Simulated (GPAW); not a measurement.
# Pb (Fm-3m) in GPAW: settings compared

The runs below take Pb through band structure, with PBEsol, RPBE, revPBE.

Everything below comes from runs of GPAW 26.7.0. Logs are shortened: lines on timing, memory, paths and dates and some standing lists are left out, and cuts for length are marked. The log counts tension as positive stress, the text compression.

### 1 The crystal as given

It takes space group Fm-3m (No. 225, cubic). Conventional cell: a = 4.950 Å, b = 4.950 Å, c = 4.950 Å, α = 90.00°, β = 90.00°, γ = 90.00°. Around Pb (site symmetry m-3m) lie 12 Pb at 3.50 Å.

### 2 Band structure, PBEsol

File run.py:

```python
from ase.dft.bandgap import bandgap
from ase.io import read, write
from ase.units import GPa
from gpaw import GPAW, PW, setup_paths

setup_paths.insert(0, '.')

atoms = read('POSCAR')

calc = GPAW(mode=PW(600),
            xc='PBEsol',
            kpts={'size': (9, 9, 9), 'gamma': True},
            occupations={'name': 'fermi-dirac', 'width': 0.05},
            nbands=14,
            convergence={'density': 1e-05, 'energy': 1e-05},
            maxiter=150,
            txt='gpaw.txt')
atoms.calc = calc
energy = atoms.get_potential_energy()
forces = atoms.get_forces()
stress = atoms.get_stress()
calc.write('gs.gpw')
write('result.traj', atoms)
print(f'Energy: {energy:.6f} eV')
print('Forces (eV/A):')
print(forces.round(4))
print('Stress (GPa):', (stress / GPa).round(3))
print('Fermi level:', round(calc.get_fermi_level(), 4), 'eV')
print(f'Gap: {bandgap(calc)[0]:.4f} eV, direct: {bandgap(calc, direct=True)[0]:.4f} eV')

path = atoms.cell.bandpath('GXWKGLUWLK,UX', npoints=80, eps=1e-4)
bs_calc = calc.fixed_density(kpts=path, symmetry='off', nbands=23,
                             convergence={'bands': 'CBM+6.0', 'eigenstates': 1e-6}, txt='bands.txt')
bs = bs_calc.band_structure()
bs.write('bs.json')
print(f'Gap on the path: {bandgap(bs_calc)[0]:.4f} eV')
```

File POSCAR:

```
Pb
1.0
    0.0000000000      2.4750200000      2.4750200000
    2.4750200000      0.0000000000      2.4750200000
    2.4750200000      2.4750200000      0.0000000000
Pb
1
Direct
    0.0000000000      0.0000000000      0.0000000000
```

Potentials or basis: PAW data sets generated in the run's folder for this functional, pw.

The run is started by

```
gpaw-setup -f PBEsol Pb
OMP_NUM_THREADS=1 python run.py
```

gpaw.txt:

```text
__  _  _
 | _ |_)|_||  |
 |__||  | ||/\| - 26.7.0

Input parameters:
  mode=PW(ecut=600.0),
  convergence={'density': 1e-05, 'energy': 1e-05},
  kpts=MonkhorstPack(size=(9, 9, 9), gamma=True),
  maxiter=150,
  nbands=14,
  occupations=Occupations(name='fermi-dirac', width=0.05),
  xc=XC(name='PBEsol')

Diagonalizing LCAO Hamiltonian
Converting LCAO to pw mode

       Pb

Atoms  # Å, Bohr magnetons
|   | symbol |        x |        y |        z |    initial magnetic moments |
|---|--------|----------|----------|----------|-----------------------------|
| 0 |     Pb | 0.000000 | 0.000000 | 0.000000 | ( 0.0000,  0.0000,  0.0000) |

Unit cell  # Å
| periodic |        x |        y |        z |  lengths |    angles |
|----------|----------|----------|----------|----------|-----------|
|      yes | 0.000000 | 2.475020 | 2.475020 | 3.500207 | 60.000000 |
|      yes | 2.475020 | 0.000000 | 2.475020 | 3.500207 | 60.000000 |
|      yes | 2.475020 | 2.475020 | 0.000000 | 3.500207 | 60.000000 |

Number of symmetries: 48
Symmetry operations  # r_c * U_cc + t_c -> r_c
|    | kind |            matrix            |
|----|------|------------------------------|
|  0 |  σ   |  1, 0, 0,  1, 0,-1,  1,-1, 0 |
|  1 |  C2  |  1, 0, 0,  1,-1, 0,  1, 0,-1 |
|  2 |  E   |  1, 0, 0,  0, 1, 0,  0, 0, 1 |
|  3 |  σ   |  1, 0, 0,  0, 0, 1,  0, 1, 0 |
|  4 |  C4  |  1, 0,-1,  1, 0, 0,  1,-1, 0 |
|  5 |  S6  |  1, 0,-1,  1,-1, 0,  1, 0, 0 |
|  6 |  σ   |  1, 0,-1,  0, 1,-1,  0, 0,-1 |
|  7 |  C3  |  1, 0,-1,  0, 0,-1,  0, 1,-1 |
|  8 |  S6  |  1,-1, 0,  1, 0, 0,  1, 0,-1 |
|  9 |  C4  |  1,-1, 0,  1, 0,-1,  1, 0, 0 |
| 10 |  C3  |  1,-1, 0,  0,-1, 1,  0,-1, 0 |
| 11 |  σ   |  1,-1, 0,  0,-1, 0,  0,-1, 1 |
| 12 |  σ   |  0, 1, 0,  1, 0, 0,  0, 0, 1 |
| 13 |  C4  |  0, 1, 0,  0, 1,-1, -1, 1, 0 |
| 14 |  C3  |  0, 1, 0,  0, 0, 1,  1, 0, 0 |
| 15 |  S6  |  0, 1, 0, -1, 1, 0,  0, 1,-1 |
| 16 |  C2  |  0, 1,-1,  1, 0,-1,  0, 0,-1 |
| 17 |  σ   |  0, 1,-1,  0, 1, 0, -1, 1, 0 |
| 18 |  S4  |  0, 1,-1,  0, 0,-1,  1, 0,-1 |
| 19 |  C4  |  0, 1,-1, -1, 1, 0,  0, 1, 0 |
| 20 |  C3  |  0, 0, 1,  1, 0, 0,  0, 1, 0 |
| 21 |  σ   |  0, 0, 1,  0, 1, 0,  1, 0, 0 |
| 22 |  S6  |  0, 0, 1,  0,-1, 1, -1, 0, 1 |
| 23 |  C4  |  0, 0, 1, -1, 0, 1,  0,-1, 1 |
| 24 |  S4  |  0, 0,-1,  1, 0,-1,  0, 1,-1 |
| 25 |  C3  |  0, 0,-1,  0, 1,-1,  1, 0,-1 |
| 26 |  C2  |  0, 0,-1,  0,-1, 0, -1, 0, 0 |
| 27 |  S6  |  0, 0,-1, -1, 0, 0,  0,-1, 0 |
| 28 |  S4  |  0,-1, 1,  1,-1, 0,  0,-1, 0 |
| 29 |  C4  |  0,-1, 1,  0, 0, 1, -1, 0, 1 |
| 30 |  C2  |  0,-1, 1,  0,-1, 0,  1,-1, 0 |
| 31 |  σ   |  0,-1, 1, -1, 0, 1,  0, 0, 1 |
| 32 |  C3  |  0,-1, 0,  1,-1, 0,  0,-1, 1 |
| 33 |  S6  |  0,-1, 0,  0, 0,-1, -1, 0, 0 |
| 34 |  S4  |  0,-1, 0,  0,-1, 1,  1,-1, 0 |
| 35 |  C2  |  0,-1, 0, -1, 0, 0,  0, 0,-1 |
| 36 |  C2  | -1, 1, 0,  0, 1, 0,  0, 1,-1 |
| 37 |  S6  | -1, 1, 0,  0, 1,-1,  0, 1, 0 |
| 38 |  S4  | -1, 1, 0, -1, 0, 1, -1, 0, 0 |
| 39 |  C3  | -1, 1, 0, -1, 0, 0, -1, 0, 1 |
| 40 |  S6  | -1, 0, 1,  0, 0, 1,  0,-1, 1 |
| 41 |  C2  | -1, 0, 1,  0,-1, 1,  0, 0, 1 |
| 42 |  C3  | -1, 0, 1, -1, 1, 0, -1, 0, 0 |
| 43 |  S4  | -1, 0, 1, -1, 0, 0, -1, 1, 0 |
| 44 |  C2  | -1, 0, 0,  0, 0,-1,  0,-1, 0 |
| 45 |  i   | -1, 0, 0,  0,-1, 0,  0, 0,-1 |
| 46 |  σ   | -1, 0, 0, -1, 1, 0, -1, 0, 1 |
| 47 |  C2  | -1, 0, 0, -1, 0, 1, -1, 1, 0 |

BZ-sampling:
  Number of BZ points: 729
  Number of IBZ points: 35

  Monkhorst-Pack size: [9, 9, 9]
  Monkhorst-Pack shift: [0, 0, 0]

K-points  # in reciprocal-cell coordinates
|     |                                coordinates |     weight |
|-----|--------------------------------------------|------------|
|   0 | (  0.00000000,   0.00000000,   0.00000000) | 0.00137174 |
|   1 | (  0.11111111,   0.11111111,   0.00000000) | 0.00823045 |
|   2 | (  0.11111111,   0.11111111,   0.11111111) | 0.01097394 |
|   3 | (  0.22222222,   0.11111111,   0.11111111) | 0.01646091 |
|   4 | (  0.22222222,   0.22222222,   0.00000000) | 0.00823045 |
|   5 | (  0.22222222,   0.22222222,   0.11111111) | 0.03292181 |
|   6 | (  0.22222222,   0.22222222,   0.22222222) | 0.01097394 |
|   7 | (  0.33333333,   0.22222222,   0.11111111) | 0.03292181 |
|   8 | (  0.33333333,   0.22222222,   0.22222222) | 0.03292181 |
|   9 | (  0.33333333,   0.33333333,  -0.33333333) | 0.01646091 |
| ... |                                            |            |
|  34 | (  0.44444444,   0.44444444,   0.44444444) | 0.01097394 |

Plane wave coefficients: 1022
Cutoff: 600.0 eV

Spin-components: 1 (collinear spins)
Bands:           14
Projectors:      6
Spin-degeneracy: 2
Datatype:        complex128

Parallelization:
  kpt:    1
  domain: 1
  band:   1

Density:
  Valence electrons: 14.0
  Components: 1
  Grid points: [20 20 20]
  Charge: 0.0  # |e|

Potential:
  Grid points: [20 20 20]

species:
  Pb:
    name:    Lead
    Z:       82.0
    valence: 14
    core:    68
    charge:  0.0  # [|e|]
    compensation charges:
      type: gauss
      rc: 0.38  # [Å]
      lmax: 2
    cutoffs:
      filter: 2.36  # [Å]
      core: 2.43  # [Å]
    projectors
    | kind |    occ | energy [eV] | rcut [Å] |
    |------|--------|-------------|----------|
    |   6s |  2.000 |     -12.024 |    1.259 |
    |   6p |  2.000 |      -3.525 |    1.275 |
    |   5d | 10.000 |     -21.194 |    1.217 |
    |    s |        |      15.187 |    1.259 |
    |    p |        |      23.686 |    1.275 |
    |    d |        |       6.017 |    1.217 |

    Using partial waves for Pb as LCAO basis

Reference energy: -567122.994260  # eV

eigensolver:
  PPCG
  Converge bands: occupied
  niter=2

density mixing:
  MSR1-Mixer
  Pratt-step length: 0.05
  Maximum mixing coefficient: 0.75
  Old densities: 10
  SVD Regularization: 0.005
  Good broyden scale: 1.0
  Trust region scale: 1.0
  Backstep threshold: 4.0
  History deletion threshold: 6.0
  Fourier metric: weight=20.0, sigma=0.015

occupation numbers:
  Fermi-Dirac:
    width: 0.0500  # eV

poisson solver:
  ecut: 4800.0  # eV

xc functional:
  name: PBEsol with 2 nearest neighbor stencil

convergence criteria:
- Maximum integral of absolute [dens]ity change: 1e-05 electrons / valence electron
- Maximum [total energy] change in last 3 cyles: 1e-05 eV / valence electron
- Maximum integral of absolute [eigenst]ate change: 4e-08 eV^2 / valence electron
maximum number of iterations: 150

SCF iterations
|iter     | |      energy | eigst |  dens |
|---------|-|-------------|-------|-------|
|iter:   1| |   -4.282023 | -0.29 |       |
|iter:   2| |   -4.281080 | -2.31 | -1.76 |
|iter:   3| |   -4.265707 | -2.54 | -1.79 |
|iter:   4| |   -4.265476 | -3.83 | -2.31 |
|iter:   5| |   -4.265519 | -4.67 | -2.77 |
|iter:   6| |   -4.265522c| -6.33 | -3.88 |
|iter:   7| |   -4.265523c| -6.81 | -4.32 |
|iter:   8| |   -4.265523c| -8.09c| -5.06c|

Converged in 8 steps
Energy contributions relative to reference atoms: (reference = -567122.994260)

Energy contributions:
  Kinetic:           7.200680
  Coulomb:          -7.350523
  Zero:             -0.016714
  External:          0.000000
  Xc:               -4.097413
  Entropy:          -0.003108
  Spinorbit:         0.000000
  ----------------------------
  Free energy:      -4.267077
  Extrapolated:     -4.265523

dipole moment: (-20.937066, -20.937066, -20.937066)  # |e|*Ang

Fermi level: 7.275
Eigenvalues  # (at kpt = [0.000, 0.000, 0.000])
| band index |      eig [eV] | occ [0-2] |
|------------|---------------|-----------|
|          0 |        -9.556 |     2.000 |
|          1 |        -9.556 |     2.000 |
|          2 |        -9.556 |     2.000 |
|          3 |        -9.414 |     2.000 |
|          4 |        -9.414 |     2.000 |
|          5 |        -4.267 |     2.000 |
|          6 |        14.823 |     0.000 |
|          7 |        14.823 |     0.000 |
|          8 |        14.823 |     0.000 |
|          9 |        17.260 |     0.000 |
|         10 |        18.840 |     0.000 |
|         11 |        19.905 |     0.000 |
|         12 |        19.905 |     0.000 |
|         13 |        19.905 |     0.000 |

No gap
No difference between direct/indirect transitions

Forces  # eV/Ang
|        x |       y |       z |
|----------|---------|---------|
| -0.00000 | 0.00000 | 0.00000 |  # Pb   0

Stress tensor  # eV/Ang^3
|         x |         y |         z |
|-----------|-----------|-----------|
|  0.005379 | -0.000000 | -0.000000 |
| -0.000000 |  0.005379 |  0.000000 |
| -0.000000 |  0.000000 |  0.005379 |

# Writing to gs.gpw (mode='')
```

Wall time 22 s (1 thread of Arm Neoverse V1, shared host); peak memory 0.19 GiB.

What came out:

- Free energy: -4.2671 eV
- Pressure: -0.9 GPa
- Band gap along the path: none (metal or under the smearing width)

Levels at the corners of the path, in eV from the Fermi level:
```csv
point,band 3,band 4,band 5,band 6,band 7,band 8,band 9,band 10
Γ,-16.83,-16.69,-16.69,-11.54,7.55,7.55,7.55,9.98
X,-16.56,-16.52,-16.52,-6.46,-3.14,2.18,2.18,5.55
W,-16.77,-16.64,-16.52,-6.36,-1.23,-1.23,0.41,11.00
K,-16.62,-16.62,-16.56,-6.55,-2.15,-1.09,3.11,6.64
Γ,-16.83,-16.69,-16.69,-11.54,7.55,7.55,7.55,9.98
L,-16.82,-16.55,-16.55,-7.89,-4.07,5.71,5.71,9.44
U,-16.62,-16.62,-16.56,-6.55,-2.15,-1.09,3.11,6.64
W,-16.77,-16.64,-16.52,-6.36,-1.23,-1.23,0.41,11.00
L,-16.82,-16.55,-16.55,-7.89,-4.07,5.71,5.71,9.44
K,-16.62,-16.62,-16.56,-6.55,-2.15,-1.09,3.11,6.64
U,-16.62,-16.62,-16.56,-6.55,-2.15,-1.09,3.11,6.64
X,-16.56,-16.52,-16.52,-6.46,-3.14,2.18,2.18,5.55
```

Caveat: spin-orbit coupling is left out, which moves the levels of the heavy elements.

### 3 Band structure, PBEsol, spin-orbit coupling, no magnetisation

Edit run.py of step 2 so:

```diff
@@ -1,5 +1,8 @@
+import numpy as np
 from ase.dft.bandgap import bandgap
 from ase.io import read, write
-from ase.units import GPa
+from ase.units import Bohr, GPa
 from gpaw import GPAW, PW, setup_paths
+from gpaw.elf import elf_from_dft_calculation
+from gpaw.spinorbit import soc_eigenstates
 
@@ -11,3 +14,3 @@
             xc='PBEsol',
-            kpts={'size': (9, 9, 9), 'gamma': True},
+            kpts={'size': (7, 7, 7), 'gamma': True},
             occupations={'name': 'fermi-dirac', 'width': 0.05},
@@ -30,3 +33,8 @@
 
-path = atoms.cell.bandpath('GXWKGLUWLK,UX', npoints=80, eps=1e-4)
+# fields on the real-space grid
+write('density.cube', atoms, data=calc.get_pseudo_density() * Bohr**3)
+write('potential.cube', atoms, data=calc.get_electrostatic_potential())
+write('elf.cube', atoms, data=elf_from_dft_calculation(calc).data)
+
+path = atoms.cell.bandpath('GXWKGLUWLK,UX', npoints=60, eps=1e-4)
 bs_calc = calc.fixed_density(kpts=path, symmetry='off', nbands=23,
@@ -36 +44,7 @@
 print(f'Gap on the path: {bandgap(bs_calc)[0]:.4f} eV')
+
+soc = soc_eigenstates(bs_calc, theta=0, phi=0)
+np.savetxt('soc_bands.dat', soc.eigenvalues(), fmt='%.4f')
+mesh = soc_eigenstates('gs.gpw', theta=0, phi=0)
+np.savetxt('soc_mesh.dat', mesh.eigenvalues(), fmt='%.4f')
+print('Fermi level with spin-orbit coupling:', round(mesh.fermi_level, 4), 'eV')
```

POSCAR is that of step 2.

Potentials or basis: PAW data sets generated in the run's folder for this functional, pw.

The run is started by

```
gpaw-setup -f PBEsol Pb
OMP_NUM_THREADS=1 python run.py
```

Wall time 18 s (1 thread of Arm Neoverse V1, shared host); peak memory 0.19 GiB.

Results (log left out):

* Free energy: -4.2596 eV
* Pressure: -0.2 GPa
* Band gap along the path: none (metal or under the smearing width)

Levels at the corners of the path, in eV from the Fermi level:
```csv
point,band 11,band 12,band 13,band 14,band 15,band 16,band 17,band 18
Γ,-11.57,-11.57,4.58,4.58,8.84,8.84,8.84,8.84
X,-6.49,-6.49,-3.45,-3.45,1.44,1.44,2.97,2.97
W,-6.39,-6.39,-2.28,-2.28,-0.69,-0.69,0.58,0.58
K,-6.58,-6.58,-2.68,-2.68,-0.95,-0.95,3.16,3.16
Γ,-11.57,-11.57,4.58,4.58,8.84,8.84,8.84,8.84
L,-7.91,-7.91,-4.28,-4.28,4.37,4.37,6.84,6.84
U,-6.58,-6.58,-2.68,-2.68,-0.95,-0.95,3.16,3.16
W,-6.39,-6.39,-2.28,-2.28,-0.69,-0.69,0.58,0.58
L,-7.91,-7.91,-4.28,-4.28,4.37,4.37,6.84,6.84
K,-6.58,-6.58,-2.68,-2.68,-0.95,-0.95,3.16,3.16
U,-6.58,-6.58,-2.68,-2.68,-0.95,-0.95,3.16,3.16
X,-6.49,-6.49,-3.45,-3.45,1.44,1.44,2.97,2.97
```

Caveat: spin-orbit coupling was added after a scalar SCF, so levels and gaps hold it while energy, forces, pressure and moments don't; this program's spin-orbit splittings come out too wide for heavy elements.

### 4 Band structure, RPBE

File run.py:

```python
from ase import Atoms
from ase.dft.bandgap import bandgap
from ase.io import write
from ase.units import GPa
from gpaw import GPAW, PW

atoms = Atoms(['Pb'],
              cell=[[0.0, 2.47502, 2.47502],
                    [2.47502, 0.0, 2.47502],
                    [2.47502, 2.47502, 0.0]],
              scaled_positions=[[0.0, 0.0, 0.0]],
              pbc=True)

calc = GPAW(mode=PW(600),
            xc='RPBE',
            kpts={'size': (9, 9, 9), 'gamma': True},
            occupations={'name': 'fermi-dirac', 'width': 0.05},
            nbands=14,
            convergence={'density': 1e-05, 'energy': 1e-05},
            maxiter=150,
            txt='gpaw.txt')
atoms.calc = calc
energy = atoms.get_potential_energy()
forces = atoms.get_forces()
stress = atoms.get_stress()
calc.write('gs.gpw')
write('result.traj', atoms)
print(f'Energy: {energy:.6f} eV')
print('Forces (eV/A):')
print(forces.round(4))
print('Stress (GPa):', (stress / GPa).round(3))
print('Fermi level:', round(calc.get_fermi_level(), 4), 'eV')
print(f'Gap: {bandgap(calc)[0]:.4f} eV, direct: {bandgap(calc, direct=True)[0]:.4f} eV')

path = atoms.cell.bandpath('GXWKGLUWLK,UX', npoints=100, eps=1e-4)
bs_calc = calc.fixed_density(kpts=path, symmetry='off', nbands=23,
                             convergence={'bands': 'CBM+6.0', 'eigenstates': 1e-6}, txt='bands.txt')
bs = bs_calc.band_structure()
bs.write('bs.json')
print(f'Gap on the path: {bandgap(bs_calc)[0]:.4f} eV')
```

Potentials or basis: the program's PAW data sets (release 1.2.1) made for this functional, pw.

The run is started by

```
OMP_NUM_THREADS=1 python run.py
```

Run time: 22 s. Hardware: 1 thread of Arm Neoverse V1, shared host; peak memory 0.2 GiB.

The run converged. Its results:

```yaml
Free_energy: -3.4208 eV
Pressure: 3.6 GPa
Band_gap_along_the_path: none (metal or under the smearing width)
```

Levels at the corners of the path, in eV from the Fermi level:
```csv
point,band 5,band 6,band 7,band 8,band 9,band 10
Γ,-16.84,-11.53,7.57,7.57,7.57,9.96
X,-16.67,-6.45,-3.13,2.19,2.19,5.53
W,-16.67,-6.34,-1.23,-1.23,0.41,11.00
K,-16.71,-6.53,-2.14,-1.09,3.12,6.61
Γ,-16.84,-11.53,7.57,7.57,7.57,9.96
L,-16.71,-7.88,-4.07,5.73,5.73,9.42
U,-16.71,-6.53,-2.14,-1.09,3.12,6.61
W,-16.67,-6.34,-1.23,-1.23,0.41,11.00
L,-16.71,-7.88,-4.07,5.73,5.73,9.42
K,-16.71,-6.53,-2.14,-1.09,3.12,6.61
U,-16.71,-6.53,-2.14,-1.09,3.12,6.61
X,-16.67,-6.45,-3.13,2.19,2.19,5.53
```

Caveat: spin-orbit coupling is left out, which moves the levels of the heavy elements.

### 5 Band structure, revPBE

Edit run.py of step 4 so:

```diff
@@ -14,3 +14,3 @@
 calc = GPAW(mode=PW(600),
-            xc='RPBE',
+            xc='revPBE',
             kpts={'size': (9, 9, 9), 'gamma': True},
```

The run is started by

```
OMP_NUM_THREADS=1 python run.py
```

It took 22 s on 1 thread of Arm Neoverse V1, shared host; peak memory 0.2 GiB.

Results (log left out):

* Free energy: -3.4932 eV
* Pressure: 3.2 GPa
* Band gap along the path: none (metal or under the smearing width)

Levels at the corners of the path, in eV from the Fermi level:
```
point  band 4  band 5  band 6  band 7  band 8  band 9  band 10
    Γ  -16.82  -16.82  -11.53    7.56    7.56    7.56     9.96
    X  -16.65  -16.65   -6.45   -3.13    2.19    2.19     5.54
    W  -16.77  -16.65   -6.35   -1.23   -1.23    0.41    11.00
    K  -16.75  -16.69   -6.54   -2.14   -1.08    3.12     6.62
    Γ  -16.82  -16.82  -11.53    7.56    7.56    7.56     9.96
    L  -16.69  -16.69   -7.88   -4.07    5.72    5.72     9.43
    U  -16.75  -16.69   -6.54   -2.14   -1.08    3.12     6.62
    W  -16.77  -16.65   -6.35   -1.23   -1.23    0.41    11.00
    L  -16.69  -16.69   -7.88   -4.07    5.72    5.72     9.43
    K  -16.75  -16.69   -6.54   -2.14   -1.08    3.12     6.62
    U  -16.75  -16.69   -6.54   -2.14   -1.08    3.12     6.62
    X  -16.65  -16.65   -6.45   -3.13    2.19    2.19     5.54
```

Caveat: spin-orbit coupling is left out, which moves the levels of the heavy elements.

### 6 Overview

```tsv
level	potentials or basis	spin	k mesh	band points	spin axis theta (degrees)	spin axis phi (degrees)	soc after scf	pressure (GPa)
PBEsol	PAW data sets generated in the run's folder for this functional, pw	off	9 × 9 × 9	80	-	-	-	-0.9
PBEsol	PAW data sets generated in the run's folder for this functional, pw	SOC, no magnetisation	7 × 7 × 7	60	0	0	second variation	-0.2
RPBE	the program's PAW data sets (release 1.2.1) made for this functional, pw	off	9 × 9 × 9	100	-	-	-	3.6
revPBE	the program's PAW data sets (release 1.2.1) made for this functional, pw	off	9 × 9 × 9	100	-	-	-	3.2
```

Alike in all rows: task band structure; cell as given; cutoff (eV) 600; smearing fermi-dirac 0.05 eV.

Caveats: spin-orbit coupling is left out, which moves the levels of the heavy elements (some runs); spin-orbit coupling was added after a scalar SCF, so levels and gaps hold it while energy, forces, pressure and moments don't (some runs); this program's spin-orbit splittings come out too wide for heavy elements (some runs).

Absolute energies hang on the potentials; compare differences alone.
